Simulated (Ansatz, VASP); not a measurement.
TaN in VASP and in Ansatz

INCAR

```
ALGO = Normal ; EDIFF = 1E-6
ENCUT = 520 ; GGA = PE
ISIF = 2 ; ISMEAR = 0
LASPH = T ; LCHARG = F
LREAL = F ; LWAVE = F
NBANDS = 24 ; NELM = 60
PREC = Accurate ; SIGMA = 0.1
```

KPOINTS

```
k-points
0
Gamma
  7 7 4
```

The input POSCAR:

```
TaN
1.0
    3.0687820000      0.0000000000      0.0000000000
   -1.5343910000      2.6576450000      0.0000000000
    0.0000000000      0.0000000000      4.9704200000
Ta N
2 2
Direct
    0.3333300000      0.6666700000      0.0000000000
    0.6666600000      0.3333300000      0.5000000000
    0.3333300000      0.6666700000      0.3850000000
    0.6666600000      0.3333300000      0.8850000000
```

Input for Ansatz:

```yaml
crystal:
  lattice:
    - [3.068782, 0.0, 0.0]
    - [-1.534391, 2.657645, 0.0]
    - [0.0, 0.0, 4.97042]
  atoms:
    - { symbol: Ta, position: [0.33333, 0.66667, 0.0] }
    - { symbol: Ta, position: [0.66666, 0.33333, 0.5] }
    - { symbol: "N", position: [0.33333, 0.66667, 0.385] }
    - { symbol: "N", position: [0.66666, 0.33333, 0.885] }
  symmetry: { tolerance: 0.0003 }
kpoints:
  mp_grid: { grid: [7, 7, 4], shift: [0, 0, 0] }
magnetization:
  spin_polarized: false
scf:
  occupations: { method: gaussian, width: 0.1 }
hamiltonian:
  pseudopotentials: { kind: paw }
  xc: pbe
basis:
  ecutwfc: 420
output:
  forces: true
  stress: true
  eigenvalues: true
```

Alike in both runs: task single point; functional PBE; k mesh 7 × 7 × 4; occupations gaussian, width 0.1 eV; no spin polarisation.

|  | VASP | Ansatz |
| --- | --- | --- |
| version | VASP 6.6.1 | Ansatz 0.2.0 |
| potentials or method | VASP PAW PBE potentials, release 64 (Ta_pv, N) | PAW plane waves |
| plane-wave cutoff (eV) | 520 | 420 |
| valence electrons in the cell | 32 | 36 |

```csv
,VASP,Ansatz,Ansatz less VASP
gap on the k mesh at the Fermi level (eV),none,none,-
rms of the force components (eV/Å),1.144,1.128,-0.0160
```

Atom by atom the forces differ by 0.016 eV/Å (rms over components). A gap of «none» marks a metal or a gap that the smearing closes. The two sets of potentials don't hold the same shells in valence. Ansatz warned: «structure_snapped_to_symmetry».

Caveats: forces of over 1 eV/Å show positions far from the minimum, so gaps and moduli don't describe the material at rest. The runs have no spin-orbit coupling, so splittings on Ta are missing.
